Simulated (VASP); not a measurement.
# BeTe (F-43m) in VASP: band structure with PBEsol

Aim: the band structure of BeTe with PBEsol.

All numbers are computed with VASP 6.6.1; they aren't measurements. Logs are shortened: lines on timing, memory, paths and dates and some standing lists are left out, and cuts for length are marked.

**1. The crystal as given**

It takes space group F-43m (No. 216, cubic). The conventional cell has a = 5.612 Å, b = 5.612 Å, c = 5.612 Å, α = 90.00°, β = 90.00°, γ = 90.00°. Be (site symmetry -43m) has 4 Te at 2.43 Å as nearest neighbours. Te (site symmetry -43m) has 4 Be at 2.43 Å as nearest neighbours.

The cell was built by a generator and needn't be a form met in nature.

**2. Band structure, PBEsol**

File INCAR:

```
SYSTEM = BeTe
  PREC = Accurate
  ENCUT = 520
  EDIFF = 1E-7
  ISMEAR = 0
  SIGMA = 0.03
  LREAL = .False.
  LASPH = .True.
  NELM = 80
  ALGO = Normal
  ISIF = 2
  LWAVE = .False.
  LCHARG = .False.
  GGA = PS
  NBANDS = 11
  ICORELEVEL = 1
```

File KPOINTS:

```
regular mesh
0
Gamma
  8 8 8
  0 0 0
```

File POSCAR:

```
BeTe                                    
1.0
    0.0000000000      2.8061350129      2.8061350129
    2.8061350129      0.0000000000      2.8061350129
    2.8061350129      2.8061350129      0.0000000000
  Be              Te            
     1     1
Direct
     0.0000000000000000    0.0000000000000000    0.0000000000000000
     0.2500000000000000    0.2500000000000000    0.2500000000000000
```

File KPOINTS_OPT:

```
explicit points
209
Reciprocal
 0.0000000000  0.0000000000  0.0000000000 1
 0.0263157895  0.0000000000  0.0263157895 1
 0.0526315789  0.0000000000  0.0526315789 1
 0.0789473684  0.0000000000  0.0789473684 1
 0.1052631579  0.0000000000  0.1052631579 1
 0.1315789474  0.0000000000  0.1315789474 1
[... 201 lines left out ...]
 0.4250000000  0.0000000000  0.4250000000 1
 0.4500000000  0.0000000000  0.4500000000 1
```

Potentials or basis: VASP PAW PBE potentials, release 64 (Be, Te).

Launch:

```
$ cat potpaw_PBE.64/Be/POTCAR potpaw_PBE.64/Te/POTCAR > POTCAR
$ mpirun -np 1 vasp_std > vasp.out
```

OUTCAR:

```text
SYSTEM = BeTe
   PREC = Accurate
   ENCUT = 520
   EDIFF = 1E-7
   ISMEAR = 0
   LREAL = .False.
   LASPH = .True.
   NELM = 80
   ISIF = 2
   GGA = PS

 ion  position               nearest neighbor table
   1  0.000  0.000  0.000-   2 2.43   2 2.43   2 2.43   2 2.43
   2  0.250  0.250  0.250-   1 2.43   1 2.43   1 2.43   1 2.43

  LATTYP: Found a face centered cubic cell.
 ALAT       =     5.6122700258

  Lattice vectors:

 A1 = (   0.0000000000,   2.8061350129,   2.8061350129)
 A2 = (   2.8061350129,   0.0000000000,   2.8061350129)
 A3 = (   2.8061350129,   2.8061350129,   0.0000000000)

Analysis of symmetry for initial positions (statically):
=====================================================================
 Subroutine PRICEL returns:
 Original cell was already a primitive cell.

 Routine SETGRP: Setting up the symmetry group for a
 face centered cubic supercell.

 Subroutine GETGRP returns: Found 24 space group operations
 (whereof 24 operations were pure point group operations)
 out of a pool of 48 trial point group operations.

The static configuration has the point symmetry T_d .

Analysis of symmetry for dynamics (positions and initial velocities):
=====================================================================
 Subroutine PRICEL returns:
 Original cell was already a primitive cell.

 Routine SETGRP: Setting up the symmetry group for a
 face centered cubic supercell.

 Subroutine GETGRP returns: Found 24 space group operations
 (whereof 24 operations were pure point group operations)
 out of a pool of 48 trial point group operations.

The dynamic configuration has the point symmetry T_d .

 Subroutine INISYM returns: Found 24 space group operations
 (whereof 24 operations are pure point group operations),
 and found     1 'primitive' translations

----------------------------------------------------------------------------------------

                                     Primitive cell

  volume of cell :      44.1932

  direct lattice vectors                    reciprocal lattice vectors
     0.000000000  2.806135013  2.806135013    -0.178181020  0.178181020  0.178181020
     2.806135013  0.000000000  2.806135013     0.178181020 -0.178181020  0.178181020
     2.806135013  2.806135013  0.000000000     0.178181020  0.178181020 -0.178181020

  length of vectors
     3.968474193  3.968474193  3.968474193     0.308618580  0.308618580  0.308618580

  position of ions in fractional coordinates (direct lattice)
     0.000000000  0.000000000  0.000000000
     0.250000000  0.250000000  0.250000000

  ion indices of the primitive-cell ions
   primitive index   ion index
                 1           1
                 2           2

----------------------------------------------------------------------------------------

 KPOINTS: regular mesh

Automatic generation of k-mesh.
 Grid dimensions read from file:
 generate k-points for:    8    8    8

 Generating k-lattice:

  Cartesian coordinates                     Fractional coordinates (reciprocal lattice)
    -0.022272628  0.022272628  0.022272628     0.125000000  0.000000000  0.000000000
     0.022272628 -0.022272628  0.022272628     0.000000000  0.125000000  0.000000000
     0.022272628  0.022272628 -0.022272628     0.000000000  0.000000000  0.125000000

  Length of vectors
     0.038577323  0.038577323  0.038577323

  Shift w.r.t. Gamma in fractional coordinates (k-lattice)
     0.000000000  0.000000000  0.000000000

 Subroutine IBZKPT returns following result:
 ===========================================

 Found     29 irreducible k-points:

 Following reciprocal coordinates:
            Coordinates               Weight
  0.000000  0.000000  0.000000      1.000000
  0.125000  0.000000  0.000000      8.000000
  0.250000  0.000000  0.000000      8.000000
  0.375000  0.000000  0.000000      8.000000
  0.500000  0.000000  0.000000      4.000000
  0.125000  0.125000  0.000000      6.000000
[... 16 lines left out ...]
  0.500000  0.250000  0.125000     48.000000
 -0.375000  0.250000  0.125000     24.000000
 [... further k-points ...]
   k-points           NKPTS =     29   k-points in BZ     NKDIM =     29   number of bands    NBANDS=     11
   number of dos      NEDOS =    301   number of ions     NIONS =      2
   total plane-waves  NPLWV =  27000
   dimension x,y,z NGX =    30 NGY =   30 NGZ =   30
   dimension x,y,z NGXF=    60 NGYF=   60 NGZF=   60
   ions per type =               1   1
   NGX,Y,Z   is equivalent  to a cutoff of  12.57, 12.57, 12.57 a.u.
   NGXF,Y,Z  is equivalent  to a cutoff of  25.13, 25.13, 25.13 a.u.
 SYSTEM =  BeTe
   PREC   = accura    normal or accurate (medium, high low for compatibility)
   ISTART =      0    job   : 0-new  1-cont  2-samecut
   ICHARG =      2    charge: 1-file 2-atom 10-const
   ISPIN  =      1    spin polarized calculation?
   LNONCOLLINEAR =      F non collinear calculations
   LSORBIT =      F    spin-orbit coupling
   LASPH  =      T    aspherical Exc in radial PAW
   ENCUT  =  520.0 eV  38.22 Ry    6.18 a.u.   7.38  7.38  7.38*2*pi/ulx,y,z
   NELM   =     80;   NELMIN=  2; NELMDL= -5     # of ELM steps
   EDIFF  = 0.1E-06   stopping-criterion for ELM
   LREAL  =      F    real-space projection
   EDIFFG = 0.1E-05   stopping-criterion for IOM
   NSW    =      0    number of steps for IOM
   IBRION =     -1    ionic relax: 0-MD 1-quasi-New 2-CG
   NFREE  =      0    steps in history (QN), initial steepest desc. (CG)
   ISIF   =      2    stress and relaxation
   ISYM   =      2    0-nonsym 1-usesym 2-fastsym
   POTIM  = 0.5000    time-step for ionic-motion
   TEBEG  =    0.0;   TEEND  =   0.0 temperature during run
   PSTRESS=    0.0 pullay stress
   NELECT =       8.0000    total number of electrons
   NUPDOWN=      -1.0000    fix difference up-down
   EMIN   =  10.00;   EMAX   =-10.00  energy-range for DOS
   EFERMI =   0.00;   METHOD = LEGACY
   ISMEAR =     0;   SIGMA  =   0.03  broadening in eV -4-tet -1-fermi 0-gaus
   EFERMI_NEDOS =   21; number of points for ismear=-14 and -15
   IALGO  =     38    algorithm
   IMIX   =      4    mixing-type and parameters
     AMIX     =   0.40;   BMIX     =  1.00
     AMIX_MAG =   1.60;   BMIX_MAG =  1.00
  volume/ion in A,a.u.               =      22.10       149.12
  Fermi-wavevector in a.u.,A,eV,Ry     =   0.926089  1.750055 11.668923  0.857642
  Thomas-Fermi vector in A             =   2.052014
   LORBIT       =      0    0 simple, 1 ext, 2 COOP (PROOUT), +10 PAW based schemes
   GGA     = PS    functional components
   LHFCALC =     F    Hartree Fock is set to
   AEXX    =    0.0000 exact exchange contribution
   IVDW    =     0    specifies the selected vdW correction
   LEPSILON=     F    determine dielectric tensor
   LRPA    =     F    only Hartree local field effects (RPA)
 non-spin polarized calculation
 Gauss-broadening in eV      SIGMA  =   0.03
  energy-cutoff  :      520.00
  volume of cell :       44.19
 maximum number of plane-waves:      1243
 NGX is ok and might be reduce to    30
   NGX = 15   NGY = 15   NGZ = 15

 number of electron       8.0000000 magnetization

 Free energy of the ion-electron system (eV)
  ---------------------------------------------------
  ext. energy  EPLUGINS =         0.00000000
  ---------------------------------------------------
  free energy    TOTEN  =        -8.21596021 eV

  energy without entropy =       -8.21596021  energy(sigma->0) =       -8.21596021

 the core state eigenenergies are
   1-  1s    -95.4318
   2-  1s -31610.0677  2s  -4837.6732  2p  -4341.0647  3s   -953.9331  3p   -792.5904
       3d   -548.8363  4s   -153.5114  4p   -103.5592  4d    -30.9107

 E-fermi :   5.2642     XC(G=0):  -9.2429

 val. band max:        5.1215993701   @ k =   0.0000   0.0000   0.0000
 cond. band min:       6.9494378071   @ k =   0.5000   0.5000   0.0000
 fundamental gap:      1.8278384370
 Fermi energy:         5.2641637959

 k-point     1 :       0.0000    0.0000    0.0000
  band No.  band energies     occupation
      1      -7.2808      2.00000
      2       5.1216      2.00000
      3       5.1216      2.00000
      4       5.1216      2.00000
      5       8.7120      0.00000
      6       8.7120      0.00000
      7       8.7120      0.00000
      8       8.9297      0.00000
      9      13.3282      0.00000
     10      15.3852      0.00000
     11      15.3852      0.00000

 k-point     2 :       0.1250    0.0000    0.0000
  band No.  band energies     occupation
      1      -7.1304      2.00000
      2       3.7788      2.00000
      3       4.8809      2.00000
      4       4.8809      2.00000
      5       8.6368      0.00000
      6       9.0614      0.00000
      7       9.0614      0.00000
      8      10.2430      0.00000
      9      13.7477      0.00000
     10      14.3964      0.00000
     11      14.3964      0.00000

 k-point     3 :       0.2500    0.0000    0.0000
  band No.  band energies     occupation
      1      -6.7149      2.00000
      2       1.7403      2.00000
      3       4.4344      2.00000
      4       4.4344      2.00000
      5       8.4160      0.00000
      6       9.5915      0.00000
      7       9.5915      0.00000
      8      12.1507      0.00000
      9      14.0504      0.00000
     10      14.1158      0.00000
     11      14.1158      0.00000
[... 225 lines left out ...]
 k-point    20 :      -0.3750    0.3750    0.0000
  band No.  band energies     occupation
      1      -5.4252      2.00000
      2       0.3040      2.00000
      3       1.1429      2.00000
      4       2.8439      2.00000
      5       7.7221      0.00000
      6      10.3355      0.00000
      7      13.0299      0.00000
      8      13.3332      0.00000
      9      14.2087      0.00000
     10      15.5651      0.00000
     11      18.5240      0.00000

 k-point    21 :       0.5000    0.5000    0.0000
  band No.  band energies     occupation
      1      -5.4031      2.00000
      2      -0.0643      2.00000
      3       2.4236      2.00000
      4       2.4236      2.00000
      5       6.9494      0.00000
      6       7.7201      0.00000

------------------------ aborting loop because EDIFF is reached ----------------------------------------

  FORCE on cell =-STRESS in cart. coord.  units (eV):
  Direction    XX          YY          ZZ          XY          YZ          ZX
  --------------------------------------------------------------------------------------
  -------------------------------------------------------------------------------------
  Total        0.0015602      0.0015602      0.0015602     -0.0000000     -0.0000000     -0.0000000
  in kB        0.0565651      0.0565651      0.0565651     -0.0000000     -0.0000000     -0.0000000
  external PRESSURE =       0.0565651 kB  Pullay stress =       0.0000000 kB

 VOLUME and BASIS-vectors are now :
 -----------------------------------------------------------------------------
  energy-cutoff  :      520.00
  volume of cell :       44.19
      direct lattice vectors                 reciprocal lattice vectors
     0.000000000  2.806135013  2.806135013    -0.178181020  0.178181020  0.178181020
     2.806135013  0.000000000  2.806135013     0.178181020 -0.178181020  0.178181020
     2.806135013  2.806135013  0.000000000     0.178181020  0.178181020 -0.178181020

 POSITION                                       TOTAL-FORCE (eV/Angst)
 -----------------------------------------------------------------------------------
      0.00000      0.00000      0.00000         0.000000      0.000000      0.000000
      1.40307      1.40307      1.40307        -0.000000     -0.000000     -0.000000
 -----------------------------------------------------------------------------------
    total drift:                                0.000000      0.000000      0.000000

  FREE ENERGIE OF THE ION-ELECTRON SYSTEM (eV)
  ---------------------------------------------------
  free  energy   TOTEN  =        -8.2159602100 eV

  energy  without entropy=       -8.2159602100  energy(sigma->0) =       -8.21596021
```

It took 30 s on 1 thread of Intel Xeon 6975P-C (Granite Rapids), shared host; peak memory 0.18 GiB.

What came out:

* Free energy: -8.2160 eV
* Pressure: 0.0 GPa
* Band gap on the k mesh: 1.83 eV, indirect (least direct gap 3.59 eV)
* Band gap along the path: 1.83 eV, indirect (least direct gap 3.59 eV)

Levels at the corners of the path, in eV from the valence-band top:
```
point  band 1  band 2  band 3  band 4  band 5  band 6  band 7  band 8
    Γ  -12.40    0.00    0.00    0.00    3.59    3.59    3.59    3.81
    X  -10.52   -5.19   -2.70   -2.70    1.83    2.60    9.77    9.77
    X  -10.52   -5.19   -2.70   -2.70    1.83    2.60    9.77    9.77
    W  -10.49   -4.63   -3.79   -3.29    5.18    5.48    5.54    6.22
    W  -10.49   -4.63   -3.79   -3.29    5.18    5.48    5.54    6.22
    K  -10.55   -4.82   -3.98   -2.28    2.60    5.21    7.91    8.21
    K  -10.55   -4.82   -3.98   -2.28    2.60    5.21    7.91    8.21
    Γ  -12.40    0.00    0.00    0.00    3.59    3.59    3.59    3.81
    Γ  -12.40    0.00    0.00    0.00    3.59    3.59    3.59    3.81
    L  -11.03   -5.64   -1.15   -1.15    3.06    4.55    4.55    7.66
    L  -11.03   -5.64   -1.15   -1.15    3.06    4.55    4.55    7.66
    U  -10.55   -4.82   -3.98   -2.28    2.60    5.21    7.91    8.21
    U  -10.55   -4.82   -3.98   -2.28    2.60    5.21    7.91    8.21
    W  -10.49   -4.63   -3.79   -3.29    5.18    5.48    5.54    6.22
    W  -10.49   -4.63   -3.79   -3.29    5.18    5.48    5.54    6.22
    L  -11.03   -5.64   -1.15   -1.15    3.06    4.55    4.55    7.66
    L  -11.03   -5.64   -1.15   -1.15    3.06    4.55    4.55    7.66
    K  -10.55   -4.82   -3.98   -2.28    2.60    5.21    7.91    8.21
    U  -10.55   -4.82   -3.98   -2.28    2.60    5.21    7.91    8.21
    X  -10.52   -5.19   -2.70   -2.70    1.83    2.60    9.77    9.77
```

Core levels (eV, on the scale of the bands):
| atom | levels |
| --- | --- |
| 1 Be | 1s -95.4 |
| 2 Te | 1s -31610.1, 2s -4837.7, 2p -4341.1, 3s -953.9, 3p -792.6, 3d -548.8, 4s -153.5, 4p -103.6, 4d -30.9 |

Caveat: the PAW data sets were made with another functional, which shifts forces and pressure a little; spin-orbit coupling is left out, which moves the levels of the heavy elements.
